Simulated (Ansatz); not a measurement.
Here is an Ansatz 0.2.0 calculation.

The input input.yaml:

```yaml
crystal:
  lattice:
    - [3.355005, 0.0, 0.0]
    - [0.0, 5.674104, 0.0]
    - [0.0, 0.0, 4.22197]
  atoms:
    - { symbol: Sn, position: [0.5, 0.768091, 0.013144] }
    - { symbol: Sn, position: [0.0, 0.231909, 0.513144] }
    - { symbol: O, position: [0.5, 0.10875, 0.236857] }
    - { symbol: O, position: [0.0, 0.89125, 0.736857] }
hamiltonian:
  xc: pbesol
  pseudopotentials: { kind: paw }
kpoints:
  mp_grid: { grid: [8, 4, 6] }
scf:
  occupations: { method: fixed }
output:
  eigenvalues: true
dielectric:
  method: response
```

Potentials or basis: Ansatz PAW.

Launch:

```console
$ ansatz run input.yaml --threads 2 --pin off --max-ram 5632MiB --backend cpu --events-out ev --progress --plain --runs-dir out
```

Predict the electronic dielectric tensor (diagonal).

8.03, 6.67, 6.01.

Estimate the Born charges (mean of the diagonal).

Sn +2.61; O -2.61 e.

What does it give for the band gap on the k mesh?

1.34 eV, indirect (least direct gap 1.98 eV).

Electronic dielectric tensor:
```
8.03 0.00 0.00
0.00 6.67 0.00
0.00 0.00 6.01
```

Caveat: spin-orbit coupling is left out, which moves the levels of the heavy elements. Expect the measured gap to be larger: semilocal functionals such as PBEsol lack the derivative discontinuity.
